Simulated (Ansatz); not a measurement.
Input and command of a calculation in Ansatz (plane waves; scalar-relativistic PAW potentials unless the input names others):

```yaml
crystal:
  lattice:
    - [-1.5848882855, 1.5848882855, 3.8787138699]
    - [1.5848882855, -1.5848882855, 3.8787138699]
    - [1.5848882855, 1.5848882855, -3.8787138699]
  atoms:
    - { symbol: Si, position: [0.3339759554, 0.3339759554, 0.0] }
    - { symbol: Si, position: [0.6660240446, 0.6660240446, 0.0] }
    - { symbol: W, position: [0.0, 0.0, 0.0] }
basis:
  ecutwfc: "40 Ry/bohr"
kpoints:
  mp_grid: { grid: [18, 18, 18] }
hamiltonian:
  xc: pbesol
scf:
  occupations: { method: fermi_dirac, width: 0.15 }
  max_iter: 60
output:
  forces: true
  eigenvalues: true
  stress: true
relax:
  adjacent_minimum: "off"
  f_tol: 0.001
  max_steps: 60
  cell: { stress_tol: 0.02, p_target: 18.0 }
```

```bash
ansatz run input.yaml --threads 1 --pin off --max-ram 3072MiB --backend cpu --events-out ev --progress --plain --runs-dir out
```

Question: Will this input run?

Answer: The program refuses it, because of a cutoff in the wrong unit (basis.ecutwfc: 420 → "40 Ry/bohr"). With the sound run's settings it is accepted.

Abridged log:
```
Error: YAML parse error: error: line 11 column 12: unknown unit factor `Ry/bohr`
  --> <input>:11:12
   |
 9 |     - { symbol: W, position: [0.0, 0.0, 0.0] }
10 | basis:
11 |   ecutwfc: "40 Ry/bohr"
   |            ^ unknown unit factor `Ry/bohr`
12 | kpoints:
13 |   mp_grid: { grid: [18, 18, 18] }
   |
```